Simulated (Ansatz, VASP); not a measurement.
# Two plane-wave programs on B

```
CELL_PARAMETERS angstrom
2.33790 0.00000 0.00000
-1.16895 2.02468 0.00000
0.00000 0.00000 4.28409
ATOMIC_POSITIONS crystal
B 0.66667 0.33333 0.75000
B 0.33333 0.66667 0.25000
```

Alike in both runs: task single point; functional PBE; k mesh 9 × 9 × 4; occupations gaussian, width 0.1 eV; no spin polarisation.

|  | VASP | Ansatz |
| --- | --- | --- |
| version | VASP 6.6.1 | Ansatz 0.2.0 |
| potentials or method | VASP PAW PBE potentials, release 64 (B) | scalar-relativistic, plane waves, PAW |
| plane-wave cutoff (eV) | 520 | 420 |
| valence electrons in the cell | 6 | 6 |

|  | VASP | Ansatz | Ansatz less VASP |
| --- | --- | --- | --- |
| gap on the k mesh at the Fermi level (eV) | none | none | - |
| pressure (GPa) | -42.4 | -42.4 | +0.06 |
| largest component of the traceless stress (GPa) | 26.54 | 26.51 | -0.034 |

A gap of «none» marks a metal or a gap that the smearing closes. The functional is the same, so the differences come from potentials, cutoffs and numerics.

Caveats: the k mesh is coarse (spacing up to 0.37 Å⁻¹), so the values aren't converged; the cell as given lies far from equilibrium; so large a pressure means that the cell lies far from this level's equilibrium, or that cutoff or potentials fall short (VASP).
